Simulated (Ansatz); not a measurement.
Calculated coordination and O-17 quadrupole coupling for HfO2 at a changed volume

Cell: a COD entry, relaxed with PBE at fixed cell and then changed (volume scaled by 0.94, ions relaxed).

Space group Pbca (No. 61); a = 4.9565, b = 9.8127, c = 5.1209 Å.

| site | Wyckoff | site symmetry | x | y | z |
| --- | --- | --- | --- | --- | --- |
| Hf | 8c | 1 | 0.7429 | 0.8850 | 0.9651 |
| O9 | 8c | 1 | 0.8548 | 0.7957 | 0.6138 |
| O17 | 8c | 1 | 0.5033 | 0.9741 | 0.2625 |

One atom of each set is listed.

All values are calculated (Ansatz; DFT, PBE, plane waves and PAW, scalar-relativistic, 420 eV cutoff, Γ-centred 5×3×5 k-points, Fermi–Dirac smearing 0.02 eV), not measured.

Q(O-17) = -25.58 mb.

Q: Order the O environments from the weakest to the strongest quadrupole coupling.
A. O17: 4 Hf at 2.09–2.18 Å
B. O9: 3 Hf at 2.01–2.15 Å; also 2 Hf at 3.18–3.26 Å

A: A (1.05 MHz, η = 0.39), B (1.68 MHz, η = 0.74).

Like point charges on the first shell alone (each adding as 1/d³) would give the same order.

Without spin–orbit coupling the gradients at and beside Hf can be off by some per cent, at some sites by more. At this changed cell the PBE pressure is 22 GPa.
